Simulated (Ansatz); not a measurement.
Si2Mo:

```xyz
3
Lattice="-1.6000 1.6000 3.9305 1.6000 -1.6000 3.9305 1.6000 1.6000 -3.9305" Properties=species:S:1:pos:R:3 pbc="T T T"
Mo    0.0000    0.0000    0.0000
Si    0.0000    0.0000    5.2433
Si    0.0000    0.0000    2.6177
```

Below is the output of Ansatz 0.2.0 for this cell. Logs are shortened: lines on timing, memory, paths and dates and some standing lists are left out, and cuts for length are marked.

```text
Warning: RAYON_NUM_THREADS=2 ignored (pool sized by the plan → 2); use --threads N
scf.n_extra_bands = 7 over 11 filled bands (N_el = 22.0): the run solves 18 bands
Engine: ansatz 0.2.0, x86_64-unknown-linux-gnu
Pseudopotentials: kind: paw
Pseudopotential: Mo, paw, valence charge 14, recommended cutoff 420 eV (normal), Mo.paw.azcp
Pseudopotential: Si, paw, valence charge 4, recommended cutoff 420 eV (normal), Si.paw.azcp
Functional definition: SPW92
  exchange = slater_x
  correlation = pw_c
Crystal: 3 atoms, lattice volume = 40.248 Å³
Basis set: ecut = 420 eV, 769 PW (Γ)
Bands: 18, of which v1, the nominal top of the filled ones, is band 11 counted from 1 (10 counted from 0)
Symmetry: 16 space group operations
Space group: I4/mmm (ITA 139), of the structure as read, at distance tolerance 3.4e-5 Å
k-points: 163 of 1728
Non-local potential: Mo, projectors of the file, l = 0: 3, l = 1: 2, l = 2: 2, l = 3: 1
Non-local potential: Si, projectors of the file, l = 0: 2, l = 1: 2, l = 2: 2
PAW form: soft (Blöchl's): semilocal exchange-correlation on the pseudo side does not see the compensation charge
PAW frozen core: Mo, regenerated for the run's functional, and the local potential with it (the file was generated under x = pbe(κ = 0.804, μ = 0.2195149727645171), c = pbe(β = 0.06672455060314922))
PAW frozen core: Si, regenerated for the run's functional, and the local potential with it (the file was generated under x = pbe(κ = 0.804, μ = 0.2195149727645171), c = pbe(β = 0.06672455060314922))
PAW one-centre angular grid: Mo, 590 points (default); XC on 64 Gauss nodes
PAW one-centre angular grid: Si, 110 points (default); XC on 64 Gauss nodes
Initial density: superposition of atomic densities (neutral atoms: chi_scale 0, normalization atom), corrected by the library's trained network
Initial wavefunctions: pseudopotential atomic-orbital guess
Functional: x = slater, c = lda
SCF iter   1: F=—  HF=-6061.900690 eV  |F-HF|=—  |Δ(HF+E_count)|=         —  Δρ=7.27e-3  dr2=1.26e-2  ethr=1.77e-3  ⟨swp⟩=5.4  Hψ=16418  notcnv=0  defer=2
preconditioner: auto → none  [insulator: Δε(μ)=0.137 eV  Ē_g=9.374 eV  σ=0.050 eV  W_gap=0.60  n_scr=10 (ndim 8)  ℏωp=21.9 eV  f_vac=0.000  D(μ)=0.24/eV (n_scr^D=0)  ε∞_Penn≈6.5]
SCF iter   2: F=—  HF=-6061.897118 eV  |F-HF|=—  |Δ(HF+E_count)|=   3.57e-3  Δρ=3.08e-3  dr2=1.48e-3  ethr=5.71e-5  ⟨swp⟩=1.1  Hψ=4297  notcnv=0  defer=95
SCF iter   3: F=—  HF=-6061.896825 eV  |F-HF|=—  |Δ(HF+E_count)|=   2.94e-4  Δρ=6.77e-4  dr2=8.21e-5  ethr=6.74e-6  ⟨swp⟩=2.3  Hψ=3831  notcnv=0  defer=96
SCF iter   4: F=—  HF=-6061.896815 eV  |F-HF|=—  |Δ(HF+E_count)|=   9.96e-6  Δρ=1.46e-4  dr2=5.18e-6  ethr=3.73e-7  ⟨swp⟩=2.3  Hψ=3806  notcnv=0  defer=95
iter 5 did not close the SCF: its close was put off for the readings that it lacked (scf_convergence_deferred on its scf_iter line)
SCF iter   5: F=-6061.896815 eV  HF=-6061.896815 eV  |F-HF|=1.29e-9  |Δ(HF+E_count)|=   7.96e-8  Δρ=1.40e-5  dr2=2.93e-8  ethr=2.35e-8  ⟨swp⟩=1.8  Hψ=3379  notcnv=0  defer=95
SCF iter   6: F=-6061.896815 eV  HF=-6061.896815 eV  |F-HF|=1.94e-10  |Δ(HF+E_count)|=   5.25e-9  Δρ=2.54e-6  dr2=8.76e-10  ethr=1.33e-10  ⟨swp⟩=8.6  Hψ=17737  notcnv=0
SCF 1 converged in 6 iterations: F = -6061.896815 eV  dr2 = 8.76e-10
  greatest PAW one-centre occupation: 0.999 electrons in one spin orbital (limit 2), on the Mo atom at site 0 (counted from 0), in its partial waves of l = 0
NSCF: frozen V_eff on 156 k-points
SCF converged after 6 iterations
Free energy (F): -6061.896815 eV
Harris-Foulkes:  -6061.896815 eV  (|F-HF|=1.94e-10)
Internal energy: -6061.894568 eV  (E = F + TS)
E sigma→0 (E₀):  -6061.895691 eV
Entropy (-TS):   -0.002246 eV (-0.749 meV/atom)
Fermi energy:    15.737113 eV
--- Per-component energies (eV) ---
  E_band       = -51.142505
  E_kinetic    = 531.821436
  E_local      = -1156.103553  (includes V_loc(G=0)·N_el)
  E_nonlocal   = 199.850466
  E_hartree    = 427.898055
  E_xc         = -296.814180
  E_vxc        = -329.242429  (∫ρ·V_xc dr)
  E_paw        = -4061.666181  (= ΣΔE_a)
  E_vpaw       = -153.264423  (= ΣTr[D̂ρ^β])
  E_aug_tail   = 0.000030  (compensation charges beyond the density's cutoff)
  E_ewald      = -1707.522119
  E_core_change = 0.641478  (= ΣΔE_core)
  E_smearing   = -0.002246  (= −TS)
  E_closure    = 0.000000  (closes the sum)
  Σ components = -6061.896815   (vs F -6061.896815, Δ=0.00e0)
--- Forces (eV/Å), atoms counted from 1 ---
  atom   1  Mo     0.00000000     0.00000000     0.00000000
  atom   2  Si    -0.00000000     0.00000000    -0.37633334
  atom   3  Si     0.00000000    -0.00000000     0.37633334
  max |Σ_I F_I| component: 5.55e-17 eV/Å
--- Stress (GPa, compression-positive) ---
       -5.489463       0.000000       0.000000
        0.000000      -5.489463       0.000000
        0.000000       0.000000      -7.397140
  P = ⅓ Tr σ = -6.1254 GPa (-61.254 kbar)
--- Band table (eV; the first three rows and the last of 163) ---
  k-point 0: bands = ["-44.8647", "-19.0882", "-18.9812", "-18.9812", "2.3219", "9.4193", "12.2620", "12.6897", "13.0835", "13.0835", "16.1480", "18.7600", "18.9229", "19.3605", "19.3605", "19.7726", "20.7446", "20.7446"]
  k-point 1: bands = ["-44.8622", "-19.0848", "-18.9982", "-18.9958", "2.5359", "9.6103", "11.6166", "12.5659", "12.7556", "13.7848", "15.3935", "18.2066", "19.1123", "19.2493", "19.4471", "20.1681", "21.2520", "21.6234"]
  k-point 2: bands = ["-44.8555", "-19.0756", "-19.0431", "-19.0358", "3.1567", "10.0764", "10.9175", "11.5196", "12.9653", "13.9421", "14.3304", "17.9158", "19.1125", "19.4315", "19.5702", "20.3632", "22.9098", "23.0716"]
  k-point 162: bands = ["-44.8641", "-19.1124", "-18.9828", "-18.9828", "4.1479", "5.7646", "12.2219", "13.4381", "15.1412", "15.1412", "15.2200", "15.2200", "16.2819", "20.3029", "20.7525", "21.6847", "24.1420", "24.8461"]
```

Question: What input gives this log?

Answer: Band structure with LDA, no spin polarisation. The files as run (others can give the same):

input.yaml
```yaml
crystal:
  lattice:
    - [-1.6, 1.6, 3.9305]
    - [1.6, -1.6, 3.9305]
    - [1.6, 1.6, -3.9305]
  atoms:
    - { symbol: Mo, position: [0.0, 0.0, 0.0] }
    - { symbol: Si, position: [0.667, 0.667, 0.0] }
    - { symbol: Si, position: [0.333, 0.333, 0.0] }
hamiltonian:
  xc: lda
  pseudopotentials: { kind: paw }
kpoints:
  mp_grid: { grid: [12, 12, 12] }
  band_path:
    path:
      - [[0.0, 0.0, 0.0], [0.0, 0.0, 0.5], [-0.0828541695, 0.0828541695, 0.5], [-0.2914270847, 0.2914270847, 0.2914270847], [0.0, 0.0, 0.0], [0.5, 0.5, -0.5], [0.2914270847, 0.7085729153, -0.2914270847], [0.0, 0.5, 0.0], [0.25, 0.25, 0.25], [0.5, 0.5, -0.0828541695], [0.5, 0.5, -0.5]]
      - [[0.0, 0.0, 0.5], [0.25, 0.25, 0.25]]
    npoints: 14
scf:
  occupations: { method: fermi_dirac, width: 0.05 }
  n_extra_bands: 7
output:
  forces: true
  stress: true
  eigenvalues: true
  fatbands: false
  write_density: true
  write_potential: true
  elf: true
  volumetric_format: npy
```

Potentials or basis: Ansatz PAW.
Launch:
```bash
$ ansatz run input.yaml --threads 2 --pin off --max-ram 5632MiB --backend cpu --events-out ev --progress --plain --runs-dir out
```

Caveat: the PAW data sets come from PBE, with cores solved anew for the run's functional, which leaves a small shift of forces and pressure.
